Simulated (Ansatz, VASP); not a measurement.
**BN: VASP beside Ansatz**

```xyz
2
Lattice="1.2511 0.7223 3.3729 -1.2511 0.7223 3.3729 0.0000 -1.4447 3.3729" Properties=species:S:1:pos:R:3 pbc="T T T"
N     0.0000    0.0000    6.7517
B     0.0000    0.0000    0.0033
```

The cell is a database's computed one.

Alike in both runs: task single point; functional PBE; k mesh 12 × 12 × 12; occupations gaussian, width 0.015 eV; no spin polarisation.

|  | VASP | Ansatz |
| --- | --- | --- |
| version | VASP 6.6.1 | Ansatz 0.2.0 |
| potentials or method | VASP PAW PBE potentials, release 64 (N, B) | Ansatz PAW |
| plane-wave cutoff (eV) | 520 | 420 |
| valence electrons in the cell | 8 | 8 |

Ansatz gave:

| Quantity | Value |
| --- | --- |
| gap on the k mesh at the Fermi level (eV) | 4.29 |
| least direct gap on the mesh (eV) | 4.70 |
| pressure (GPa) | 3.6 |
| largest component of the traceless stress (GPa) | 1.20 |

**Question.** What did VASP give for the same quantities?

**Answer.** gap on the k mesh at the Fermi level (eV): 4.28; least direct gap on the mesh (eV): 4.70; pressure (GPa): 3.6; largest component of the traceless stress (GPa): 1.40.

The functional is the same, so the differences come from potentials, cutoffs and numerics.

Caveats: the pressure holds a Pulay correction of +0.6 GPa for the finite cutoff (Ansatz). A k mesh can miss the band edges. Expect the measured gap to be larger: semilocal functionals such as PBE lack the derivative discontinuity.
